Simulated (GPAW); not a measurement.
MnO:

```
Mn O
1.0
     0.00000    2.22391    2.22391
     2.22391    0.00000    2.22391
     2.22391    2.22391    0.00000
Mn O
1 1
Direct
  0.00000 0.00000 0.00000
  0.50000 0.50000 0.50000
```

The cell is a database's computed one.

Base run:

- Program: GPAW 26.7.0
- Functional: LDA
- Potentials or basis: the program's PAW data sets (release 1.2.1) made for this functional
- Cutoff: 800 eV
- Basis: pw
- k mesh: 7 × 7 × 7
- Occupations: fermi-dirac, width 0.05 eV
- Spin: collinear spin, ferromagnetic start
- Starting moments: [4.0, 0.0] μB

Its results: pressure -15.4 GPa; net moment 4.57 μB per cell; site moments Mn +4.07; O +0.15 μB.

Question: The run is repeated on the same cell with these changes: functional from LDA to r2SCAN; potentials or basis from the program's PAW data sets (release 1.2.1) made for this functional to GPAW PAW data sets (gpaw-data 1.2.1). What comes out?

Answer: Pressure 3.4 GPa; net moment 4.99 μB per cell; site moments Mn +4.44; O +0.20 μB.

Caveats: a cell with one magnetic atom can't hold antiferromagnetic order, which such compounds often take; so large a pressure means that the cell lies far from this level's equilibrium, or that cutoff or potentials fall short (some runs); the PAW data sets were made with another functional, which shifts forces and pressure a little (some runs).
